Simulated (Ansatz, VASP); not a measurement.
## Two plane-wave programs on BaTiO3 (Barioperovskite)

```xyz
5
Lattice="3.9855 0.0000 0.0000 0.0000 2.8369 2.8451 0.0000 -2.8369 2.8451" Properties=species:S:1:pos:R:3 pbc="T T T"
Ba    0.0000    0.0000    0.0000
Ti    1.9928    0.0000    2.9157
O     0.0000    0.0000    2.7735
O     1.9928   -1.3804    4.2594
O     1.9928    1.3804    4.2594
```

Alike in both runs: task single point; functional r2SCAN; k mesh 4 × 4 × 4; occupations fermi-dirac, width 0.05 eV; no spin polarisation; Hubbard terms Ti d U = 6.0 eV.

|  | VASP | Ansatz |
| --- | --- | --- |
| version | VASP 6.6.1 | Ansatz 0.2.0 |
| potentials or method | VASP PAW PBE potentials, release 64 (Ba_sv, Ti_sv, O) | plane waves, PAW |
| plane-wave cutoff (eV) | 520 | 500 |
| valence electrons in the cell | 40 | 40 |

|  | VASP | Ansatz | Ansatz less VASP |
| --- | --- | --- | --- |
| gap on the k mesh at the Fermi level (eV) | 3.04 | 3.07 | +0.022 |

The programs project onto different local orbitals, so the same U acts differently.

Caveats: spin-orbit coupling is left out, which moves the levels of the heavy elements. A k mesh can miss the band edges.
